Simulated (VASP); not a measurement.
LiF, 2 atoms in the cell. It takes space group Fm-3m (No. 225, cubic). Conventional cell: a = 3.997 Å, b = 3.997 Å, c = 3.997 Å, α = 90.00°, β = 90.00°, γ = 90.00°. Li (site symmetry m-3m) has 6 F at 2.00 Å as nearest neighbours. F (site symmetry m-3m) is surrounded by 6 Li at 2.00 Å. The cell is a database's computed one.

| Item | Value |
| --- | --- |
| Program | VASP 6.6.1 |
| Task | single point |
| Functional | PBEsol |
| Potentials or basis | VASP PAW PBE potentials, release 64 (Li_sv, F) |
| Cutoff | 520 eV |
| k mesh | 14 × 14 × 14 |
| Occupations | gaussian, width 0.02 eV |
| Spin | no spin polarisation |
| Further INCAR settings | ALGO = Fast; EDIFF = 1e-06; NBANDS = 12 |

Potentials or basis: VASP PAW PBE potentials, release 64 (Li_sv, F).

Run with:

```console
$ cat potpaw_PBE.64/Li_sv/POTCAR potpaw_PBE.64/F/POTCAR > POTCAR
$ mpirun -np 1 vasp_std > vasp.out
```

Hardware: 1 thread of Intel(R) Xeon(R) Platinum 8559C (Emerald Rapids), on a shared host.

Q: Estimate the wall time of this run.

A: Run time: 16 s on 1 thread of Intel(R) Xeon(R) Platinum 8559C (Emerald Rapids), on a shared host, peak memory 0.13 GiB. Counts: scf iterations 15, k points 104.
